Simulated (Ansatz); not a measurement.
# Nickel, hcp: HSE06 after PBE, part 2 of 2

Aim: see what exact exchange does to the levels and moments, and what it costs. The cell comes from an earlier PBE relaxation. Exact exchange is dear, so the k-mesh is coarse, and PBE is run on the same mesh for comparison.

Ansatz 0.2.0, plane waves with PAW, scalar-relativistic. Earlier steps stand in the parts before.

### Step 3. HSE06, coarse mesh

The run with HSE06.

Input file input.yaml:

```yaml
crystal:
  lattice:
    - [2.4881258662, 0.0, 0.0]
    - [-1.2440629331, 2.1547802079, 0.0]
    - [0.0, 0.0, 4.0777864125]
  atoms:
    - { symbol: Ni, position: [0.3333333333, 0.6666666667, 0.25], spin: 0.688 }
    - { symbol: Ni, position: [0.6666666667, 0.3333333333, 0.75], spin: 0.688 }
hamiltonian:
  xc: hse06
  pseudopotentials:
    kind: paw
    azcp:
      Ni: "pseudopotentials/Ni.paw.azcp"
basis:
  ecutwfc: 420
  fft_grid_basis: typed
kpoints:
  mp_grid: { grid: [7, 7, 4], shift: [0, 0, 0] }
magnetization:
  spin_polarized: true
scf:
  occupations: { method: fermi_dirac, width: 0.1 }
output:
  write_density: true
  write_potential: true
  elf: true
  volumetric_format: npy
```

Run with:

```sh
ansatz run input.yaml --threads 4 --pin off --max-ram 8192MiB --backend cpu --events-out ev --progress --plain --runs-dir out
```

The log of the run:

```text
Warning: RAYON_NUM_THREADS=4 ignored (pool sized by the plan → 4); use --threads N
Engine: ansatz 0.2.0, aarch64-unknown-linux-gnu
Pseudopotentials: kind: paw
Pseudopotential: Ni, paw, valence charge 18, recommended cutoff 420 eV (normal), <dir>
Functional definition: HSE06
  parameter a = 0.25
  parameter omega = 0.11/bohr
  exchange = pbe_x - a*pbe_x_sr(omega) + a*exact_x_sr(omega)
  correlation = pbe_c
Crystal: 2 atoms, lattice volume = 21.862 Å³
Basis set: ecut = 420 eV, 391 PW (Γ)
Bands: 23, of which v1, the nominal top of the filled ones, is band 18 counted from 1 (17 counted from 0)
Symmetry: 24 space group operations
Space group: P63/mmc (ITA 194), of the structure as read, at distance tolerance 2.8e-5 Å
Magnetic group: BNS 194.263 (UNI 1493), of the structure as read, at distance tolerance 2.8e-5 Å
k-points: 24 of 196
Non-local potential: Ni, projectors of the file, l = 0: 3, l = 1: 2, l = 2: 3, l = 3: 1
PAW form: soft (Blöchl's): semilocal exchange-correlation on the pseudo side does not see the compensation charge
PAW frozen core: Ni, regenerated for the run's functional, and the local potential with it (the file was generated under x = pbe(κ = 0.804, μ = 0.2195149727645171), c = pbe(β = 0.06672455060314922))
PAW one-centre angular grid: Ni, 590 points (default); XC on 96 Gauss nodes
Initial density: superposition of atomic densities (chi_scale 0.1, normalization cell)
Starting moments: Σ|m| = 1.376 μB on 2 of 2 sites
Initial wavefunctions: pseudopotential atomic-orbital guess
Functional: x = pbe(κ = 0.804, μ = 0.2195149727645171), c = pbe(β = 0.06672455060314922), warm-up for x = pbe(κ = 0.804, μ = 0.2195149727645171) + 0.25 (exact − pbe) at short range (hse, ω = 0.20786987370883472 Å⁻¹), c = pbe(β = 0.06672455060314922); HSE06 as pw.x's `hse` composes it (authors' and Libxc's form: `xc: wpbeh`)
iter 1 solved again at ethr=2.66e-4 eV; its pass at ethr=1.00e-1 eV (dr2=9.56e-2 eV) is discarded
SCF iter   1: F=—  HF=-11679.420066 eV  |F-HF|=—  |Δ(HF+E_count)|=         —  Δρ=2.28e-2 (↑2.28e-2 ↓1.18e-2)  dr2=1.06e-1  dr2_m=1.37e-2  M=1.209 μB ∫|m|=1.253 μB  β_m=0.30  ethr=2.66e-4  ⟨swp⟩=4.7  Hψ=6742  notcnv=0
preconditioner: auto → none  [metal: Δε(μ)=0.007 eV  Ē_g=9.993 eV  σ=0.100 eV  W_gap=0.02  n_scr=8 (ndim 8)  ℏωp=35.5 eV  f_vac=0.000  D(μ)=4.13/eV (n_scr^D=72)  sad-step TF]
SCF iter   2: F=—  HF=-11679.430914 eV  |F-HF|=—  |Δ(HF+E_count)|=   1.08e-2  Δρ=1.47e-2 (↑1.47e-2 ↓5.93e-3)  dr2=2.81e-2  dr2_m=1.18e-2  M=1.224 μB ∫|m|=1.285 μB  β_m=0.30  ethr=2.66e-4  ⟨swp⟩=2.1  Hψ=2208  notcnv=0
SCF iter   3: F=—  HF=-11679.434894 eV  |F-HF|=—  |Δ(HF+E_count)|=   3.98e-3  Δρ=1.01e-2 (↑1.01e-2 ↓4.28e-3)  dr2=8.65e-3  dr2_m=8.74e-3  M=1.228 μB ∫|m|=1.305 μB  β_m=1.00  ethr=7.82e-5  ⟨swp⟩=2.1  Hψ=2211  notcnv=0  defer=1
iter 4 solved again at ethr=1.40e-6 eV; its pass at ethr=2.40e-5 eV (dr2=5.05e-4 eV) is discarded
SCF iter   4: F=—  HF=-11679.434758 eV  |F-HF|=—  |Δ(HF+E_count)|=   1.36e-4  Δρ=3.24e-3 (↑3.24e-3 ↓2.41e-3)  dr2=4.96e-4  dr2_m=1.45e-3  M=1.224 μB ∫|m|=1.347 μB  β_m=1.00  ethr=1.40e-6  ⟨swp⟩=2.3  Hψ=4727  notcnv=0
SCF iter   5: F=—  HF=-11679.436242 eV  |F-HF|=—  |Δ(HF+E_count)|=   1.48e-3  Δρ=3.13e-3 (↑9.45e-4 ↓3.13e-3)  dr2=5.40e-4  dr2_m=7.94e-4  M=1.239 μB ∫|m|=1.374 μB  β_m=1.00  ethr=1.38e-6  ⟨swp⟩=3.5  Hψ=2619  notcnv=0
SCF iter   6: F=—  HF=-11679.437835 eV  |F-HF|=—  |Δ(HF+E_count)|=   1.59e-3  Δρ=1.92e-3 (↑6.31e-4 ↓1.92e-3)  dr2=2.09e-4  dr2_m=3.17e-4  M=1.251 μB ∫|m|=1.391 μB  β_m=1.00  ethr=1.38e-6  ⟨swp⟩=3.0  Hψ=2328  notcnv=0
SCF iter   7: F=—  HF=-11679.439301 eV  |F-HF|=—  |Δ(HF+E_count)|=   1.47e-3  Δρ=1.53e-3 (↑6.43e-4 ↓1.53e-3)  dr2=1.08e-4  dr2_m=2.32e-4  M=1.262 μB ∫|m|=1.404 μB  β_m=1.00  ethr=5.82e-7  ⟨swp⟩=3.0  Hψ=2145  notcnv=0
SCF iter   8: F=—  HF=-11679.440292 eV  |F-HF|=—  |Δ(HF+E_count)|=   9.91e-4  Δρ=1.32e-3 (↑5.73e-4 ↓1.32e-3)  dr2=7.82e-5  dr2_m=1.75e-4  M=1.272 μB ∫|m|=1.416 μB  β_m=1.00  ethr=2.99e-7  ⟨swp⟩=2.4  Hψ=2062  notcnv=0
[... 5 lines left out ...]
spin-set hold released at iteration 12 (site moments contracting): the magnetisation degrees of freedom join the quasi-Newton model from the next iteration; the mixer history was flushed
[... 7 lines left out ...]
SCF 1 converged in 19 iterations: F = -11679.442984 eV  dr2 = 7.02e-11
Initial density: handed on by an earlier stage of this run
Starting moments: Σ|m| = 1.376 μB on 2 of 2 sites; this step starts from the density that it was given
Initial wavefunctions: those handed on with the density
Functional: x = pbe(κ = 0.804, μ = 0.2195149727645171) + 0.25 (exact − pbe) at short range (hse, ω = 0.20786987370883472 Å⁻¹), c = pbe(β = 0.06672455060314922); HSE06 as pw.x's `hse` composes it (authors' and Libxc's form: `xc: wpbeh`)
Exchange kernel: α = 0.2500, screened, ω = 0.2079 Å⁻¹, Wigner–Seitz truncation, v(0) = 1037.8024 eV·Å³, q-mesh 7×7×4, nearest image of the exchange supercell L = 16.31 Å, pair-density grid 12×12×18, without the augmentation charges, whose exchange is taken in its separable form by FFT convolution over the k-point mesh (sized by the pseudopotential files, 15×15×30 at the most), smooth part of the exact exchange by density-matrix convolution
Frozen-core exchange: fock
[... 2 lines left out ...]
preconditioner: auto → none  [metal: Δε(μ)=0.034 eV  Ē_g=12.163 eV  σ=0.100 eV  W_gap=0.09  n_scr=8 (ndim 8)  ℏωp=35.5 eV  f_vac=0.000  D(μ)=2.36/eV (n_scr^D=34)]
[... 8 lines left out ...]
SCF 2 stopped early in 9 iterations: F = -11675.409602 eV  dr2 = 2.35e-2
hybrid outer 1: dexx = +2.159e0 eV, tail = 2.40e-1 eV
Exchange kernel: α = 0.2500, screened, ω = 0.2079 Å⁻¹, Wigner–Seitz truncation, v(0) = 1037.8024 eV·Å³, q-mesh 7×7×4, nearest image of the exchange supercell L = 16.31 Å, pair-density grid 12×12×18, without the augmentation charges, whose exchange is taken in its separable form by FFT convolution over the k-point mesh (sized by the pseudopotential files, 15×15×30 at the most), smooth part of the exact exchange by density-matrix convolution
Frozen-core exchange: fock
[... 1 line left out ...]
preconditioner: auto → none  [metal: Δε(μ)=0.141 eV  Ē_g=12.457 eV  σ=0.100 eV  W_gap=0.33  n_scr=8 (ndim 8)  ℏωp=35.5 eV  f_vac=0.000  D(μ)=0.62/eV (n_scr^D=2)]
[... 4 lines left out ...]
SCF iter   5: F=—  HF=-11675.419017 eV  |F-HF|=—  |Δ(HF+E_count)|=   4.63e-4  Δρ=3.72e-4 (↑3.69e-4 ↓3.72e-4)  dr2=3.36e-5  dr2_m=1.99e-5  M=1.700 μB ∫|m|=2.123 μB  β_m=0.67  ethr=9.22e-7  ⟨swp⟩=3.6  Hψ=2420  notcnv=0
SCF iter   6: F=—  HF=-11675.419027 eV  |F-HF|=—  |Δ(HF+E_count)|=   1.02e-5  Δρ=2.32e-4 (↑2.25e-4 ↓2.32e-4)  dr2=1.16e-5  dr2_m=9.67e-6  M=1.699 μB ∫|m|=2.124 μB  β_m=0.84  ethr=4.72e-8  ⟨swp⟩=3.7  Hψ=2787  notcnv=0
SCF iter   7: F=—  HF=-11675.419063 eV  |F-HF|=—  |Δ(HF+E_count)|=   3.58e-5  Δρ=3.19e-4 (↑6.56e-5 ↓3.19e-4)  dr2=1.93e-5  dr2_m=3.62e-6  M=1.699 μB ∫|m|=2.127 μB  β_m=0.92  ethr=3.27e-9  ⟨swp⟩=4.0  Hψ=3570  notcnv=0
SCF iter   8: F=—  HF=-11675.419067 eV  |F-HF|=—  |Δ(HF+E_count)|=   3.98e-6  Δρ=6.83e-5 (↑6.83e-5 ↓6.74e-5)  dr2=2.12e-6  dr2_m=1.04e-7  M=1.699 μB ∫|m|=2.130 μB  β_m=0.96  ethr=3.27e-9  ⟨swp⟩=4.4  Hψ=3856  notcnv=0
SCF iter   9: F=—  HF=-11675.419066 eV  |F-HF|=—  |Δ(HF+E_count)|=   3.59e-7  Δρ=1.79e-5 (↑1.79e-5 ↓7.01e-6)  dr2=3.01e-8  dr2_m=2.56e-8  M=1.699 μB ∫|m|=2.130 μB  β_m=0.98  ethr=3.27e-9  ⟨swp⟩=3.2  Hψ=2415  notcnv=0
SCF iter  10: F=-11675.419066 eV  HF=-11675.419066 eV  |F-HF|=1.62e-8  |Δ(HF+E_count)|=   1.28e-8  Δρ=7.29e-6 (↑5.31e-6 ↓7.29e-6)  dr2=1.77e-8  dr2_m=1.16e-9  M=1.699 μB ∫|m|=2.130 μB  ethr=6.88e-11  ⟨swp⟩=3.8  Hψ=3217  notcnv=0
SCF 3 converged in 10 iterations: F = -11675.419066 eV  dr2 = 1.77e-8
hybrid outer 2: dexx = +1.449e-3 eV, tail = 1.75e-5 eV, Δε = 2.29e-1 eV (about 1.46e-2 eV left of the loop's levels)
Exchange kernel: α = 0.2500, screened, ω = 0.2079 Å⁻¹, Wigner–Seitz truncation, v(0) = 1037.8024 eV·Å³, q-mesh 7×7×4, nearest image of the exchange supercell L = 16.31 Å, pair-density grid 12×12×18, without the augmentation charges, whose exchange is taken in its separable form by FFT convolution over the k-point mesh (sized by the pseudopotential files, 15×15×30 at the most), smooth part of the exact exchange by density-matrix convolution
Frozen-core exchange: fock
SCF iter   1: F=—  HF=-11675.419034 eV  |F-HF|=—  |Δ(HF+E_count)|=         —  Δρ=4.78e-5 (↑2.74e-5 ↓4.78e-5)  dr2=3.26e-7  dr2_m=1.91e-7  M=1.699 μB ∫|m|=2.131 μB  β_m=0.30  ethr=1.18e-7  ⟨swp⟩=2.6  Hψ=2250  notcnv=0
preconditioner: auto → none  [metal: Δε(μ)=0.240 eV  Ē_g=12.458 eV  σ=0.100 eV  W_gap=0.45  n_scr=8 (ndim 8)  ℏωp=35.5 eV  f_vac=0.000  D(μ)=0.71/eV (n_scr^D=2)]
SCF iter   2: F=—  HF=-11675.419035 eV  |F-HF|=—  |Δ(HF+E_count)|=   8.76e-7  Δρ=5.78e-5 (↑1.66e-5 ↓5.78e-5)  dr2=1.84e-7  dr2_m=2.20e-7  M=1.699 μB ∫|m|=2.131 μB  β_m=0.63  ethr=3.47e-10  ⟨swp⟩=4.2  Hψ=3735  notcnv=0
SCF iter   3: F=—  HF=-11675.419036 eV  |F-HF|=—  |Δ(HF+E_count)|=   1.85e-7  Δρ=3.19e-5 (↑7.14e-6 ↓3.19e-5)  dr2=4.76e-8  dr2_m=6.82e-8  M=1.699 μB ∫|m|=2.131 μB  β_m=0.81  ethr=3.47e-10  ⟨swp⟩=2.8  Hψ=2069  notcnv=0
SCF iter   4: F=-11675.419036 eV  HF=-11675.419036 eV  |F-HF|=2.18e-8  |Δ(HF+E_count)|=   6.90e-8  Δρ=8.26e-6 (↑5.46e-6 ↓8.26e-6)  dr2=2.12e-8  dr2_m=1.21e-9  M=1.699 μB ∫|m|=2.131 μB  ethr=9.78e-11  ⟨swp⟩=3.8  Hψ=2892  notcnv=0
SCF 4 converged in 4 iterations: F = -11675.419036 eV  dr2 = 2.12e-8
hybrid outer 3: dexx = +1.519e-6 eV, tail = 1.55e-7 eV, Δε = 6.01e-3 eV (about 2.12e-3 eV left of the loop's levels)
this state was not tested for a lower state beside it, because the functional holds exact exchange (a hybrid, or Hartree-Fock), whose exchange loop this test does not read (fock_operator); the stability check (scf.self_checks: high) cannot read this state: a pseudopotential is PAW: the check reads norm-conserving sets alone
hybrid SCF converged: 3 outer / 23 inner (+19 warm-up), last move |dexx| = 1.52e-6 eV, tail = 1.55e-7 eV
Magnetization: 1.6994 μB (18.8497 up, 17.1503 down)
Absolute magnetization: 2.1315 μB (∫|ρ↑−ρ↓|, with the PAW one-centre terms)
Spin contamination: 0.1120 ħ² per cell (⟨S²⟩ above its minimum at these occupations)
Per-site moments (μB) at R_I (Å): [(0.9239872700124354, 1.0263519197974114), (0.9239872700124351, 1.0263519197974114)]
Free energy (F): -11675.419036 eV
Frozen-core exchange: fock
Harris-Foulkes:  -11675.419036 eV  (|F-HF|=2.18e-8)
Internal energy: -11675.395705 eV  (E = F + TS)
E sigma→0 (E₀):  -11675.407370 eV
Entropy (-TS):   -0.023331 eV (-11.665 meV/atom)
Fermi energy:    18.178198 eV
--- Per-component energies (eV) ---
  E_band       = -679.972964
  E_kinetic    = 566.597644
  E_local      = -6920.634205  (includes V_loc(G=0)·N_el)
  E_nonlocal   = 1286.721311
  E_hartree    = 2901.422580
  E_xc         = -136.114068
  E_vxc        = -173.691720  (∫ρ·V_xc dr)
  E_exx        = -192.608790  (= α·E_x^exact, valence–valence)
  E_paw        = -3108.850605  (= ΣΔE_a)
  E_vpaw       = -856.579499  (= ΣTr[D̂ρ^β])
  E_aug_tail   = 0.001072  (compensation charges beyond the density's cutoff)
  E_ewald      = -6071.498105
  E_core_change = -0.432539  (= ΣΔE_core)
  E_smearing   = -0.023331  (= −TS)
  E_closure    = -0.000000  (closes the sum)
  Σ components = -11675.419036   (vs F -11675.419036, Δ=0.00e0)
--- Band table (eV; the first three rows and the last of 48) ---
  k-point 0 ↑: bands = ["-92.0329", "-91.9962", "-51.7755", "-51.5398", "-50.3731", "-50.3731", "-50.3324", "-50.3324", "7.7537", "10.6958", "12.5476", "14.1044", "14.1044", "14.3680", "14.3680", "14.3772", "14.3772", "15.4801", "15.4801", "17.2303", "23.7119"]
  k-point 1 ↑: bands = ["-92.0276", "-92.0016", "-51.7408", "-51.5744", "-50.3669", "-50.3669", "-50.3383", "-50.3383", "8.4293", "10.7251", "12.4426", "13.9386", "13.9386", "14.2171", "14.2171", "14.7376", "14.7376", "14.8082", "15.4379", "15.4379", "27.1322"]
  k-point 2 ↑: bands = ["-92.0146", "-92.0146", "-51.6576", "-51.6576", "-50.3525", "-50.3525", "-50.3525", "-50.3525", "10.0638", "10.0638", "12.5661", "12.5661", "13.9739", "13.9739", "13.9739", "13.9739", "15.1927", "15.1927", "15.1927", "15.1927", "33.0999"]
  k-point 23 ↓: bands = ["-90.4172", "-90.4172", "-49.2851", "-49.2851", "-49.1647", "-49.1647", "-49.1090", "-49.1090", "13.1215", "13.1215", "14.0865", "14.0865", "14.7903", "14.7903", "15.8801", "15.8801", "20.2705", "20.2705", "22.4399", "22.4399", "27.4280"]
  guard bands above this table: 2 of the run's 23 bands, where the rule asks 3: the bands that hold charge and the lowest empty level above them stay in the table. The solve was not asked for them (output.publish_guard_bands: true or output.eigenvalues: true publishes all)
```

It took 11 s on 4 threads of Arm Neoverse V1, shared host; peak memory 0.68 GiB.

Density in a lattice plane of the grid's cell (edges 2.49 and 4.08 Å, at 0.333 of the third edge), which holds Ni. It is the smooth density of the valence electrons, not physical close to the nuclei.

Ten even steps from '0' (0.24 e/Å³) to '9' (48.01 e/Å³):
```
00000000000000
00000000000000
00000001122100
00000002466310
00000003699510
00000002576310
00000001222100
00000000000000
00000000000000
00000000000000
00000000000000
00000000000000
00000000000000
00000000000000
00000000000000
00000000000000
00000000000000
00000000000000
00000000000000
00000000000000
```
Columns run along the first of these edges and rows up along the second, over one cell in 14 and 20 even steps from the bottom left corner. Atoms in the plane (fractional): Ni at (0.67, 0.75).

Spin density (up less down) in a lattice plane of the grid's cell (edges 2.49 and 4.08 Å, at 0.333 of the third edge), which holds Ni.

Values in e/Å³, 12 rows by 8 columns:
```
-0.01 -0.02 -0.02 -0.01  0.11  0.50  0.35  0.04
 0.00 -0.02 -0.02  0.01  0.30  2.03  1.23  0.10
 0.05 -0.02 -0.01  0.11  0.79  2.97  2.03  0.44
 0.00 -0.02 -0.02  0.00  0.25  2.07  1.22  0.06
-0.01 -0.02 -0.02 -0.01  0.11  0.51  0.35  0.04
-0.01 -0.01 -0.01 -0.01  0.02  0.06  0.05  0.01
-0.01 -0.01 -0.01 -0.01 -0.02 -0.01 -0.01 -0.02
 0.00  0.01  0.01 -0.01 -0.02 -0.03 -0.03 -0.02
 0.04  0.12  0.11  0.03 -0.02 -0.03 -0.03 -0.01
 0.00  0.02  0.02 -0.01 -0.02 -0.03 -0.03 -0.02
-0.01 -0.01 -0.01 -0.01 -0.02 -0.02 -0.02 -0.02
-0.01 -0.01 -0.01 -0.01  0.02  0.05  0.04  0.01
```
Columns run along the first of these edges and rows up along the second, over one cell in 8 and 12 even steps from the bottom left corner. Atoms in the plane (fractional): Ni at (0.67, 0.75).

### Step 4. The functionals compared

```
functional               gap on the mesh  Fermi energy (eV)                         magnetic state  SCF cycles  exchange loops  CPU time
       PBE  none (levels filled in part)             18.095  ferromagnetic, up to 0.71 μB per atom          10               -     2.8 s
     HSE06  none (levels filled in part)             18.178  ferromagnetic, up to 0.92 μB per atom          42               3      37 s
```

### Step 5. Results

What follows sums up all 2 parts.

| quantity | value |
| --- | --- |
| PBE: gap | none (levels filled in part) |
| PBE: magnetic state | ferromagnetic, up to 0.71 μB per atom |
| HSE06: gap | none (levels filled in part) |
| HSE06: magnetic state | ferromagnetic, up to 0.92 μB per atom |
| HSE06: SCF cycles, exchange loops | 42, 3 |
| HSE06: CPU time over that of PBE | 13 |

**Reading.** Both PBE and HSE06 leave levels filled in part. The largest moment goes from 0.71 to 0.92 μB; exact exchange favours larger moments in itinerant magnets. HSE06 cost 13 times the CPU time of PBE. The exchange operator of HSE06 was renewed in 3 outer loops. The total energies in the logs cannot be compared from one functional to another.
